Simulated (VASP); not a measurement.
A run of VASP 6.6.1 is set up as follows.

File INCAR:

```
ALGO = Normal ; EDIFF = 1E-6
EDIFFG = -0.01 ; ENCUT = 600
GGA = 91 ; IBRION = 2
ISIF = 3 ; ISMEAR = -1
LASPH = True ; LCHARG = False
LREAL = False ; LWAVE = False
NELM = 80 ; NSW = 60
PREC = Accurate ; SIGMA = 0.05
```

The input KPOINTS:

```
k-points
0
Gamma
  8 8 8
```

POSCAR

```
PbSe
1.0
    0.0000000000      3.0606500000      3.0606500000
    3.0606500000      0.0000000000      3.0606500000
    3.0606500000      3.0606500000      0.0000000000
Pb Se
1 1
Direct
    0.0000000000      0.0000000000      0.0000000000
    0.5000000000      0.5000000000      0.5000000000
```

Potentials or basis: VASP PAW PBE potentials, release 64 (Pb_d, Se).

Launch:

```console
$ cat potpaw_PBE.64/Pb_d/POTCAR potpaw_PBE.64/Se/POTCAR > POTCAR
$ mpirun -np 1 vasp_std > vasp.out
```

Estimate the band gap on the k mesh.

0.41 eV, direct.

What does it give for the relaxed cell?

a = 4.395 Å, b = 4.395 Å, c = 4.395 Å, α = 60.00°, β = 60.00°, γ = 60.00°.

Predict the relaxed volume.

30.01 Å³/atom.

Estimate the space group after relaxing (to 0.05 Å).

Fm-3m (No. 225).

The path:
| step | energy change (eV) | largest force (eV/Å) | pressure (GPa) | volume (Å³) |
| --- | --- | --- | --- | --- |
| 1 | 0.0000 | 0.0000 | 2.41 | 57.34 |
| 2 | -0.0172 | 0.0000 | -0.75 | 61.00 |
| 3 | -0.0194 | 0.0000 | 0.02 | 60.02 |

Caveat: the PAW data sets were made with another functional, which shifts forces and pressure a little; spin-orbit coupling is left out, which as a rule narrows the gap of such compounds by several tenths of an eV.

The cell as given is a measured one (28.67 Å³/atom); PW91 puts the equilibrium volume +4.7 % from it, thermal expansion not counted.
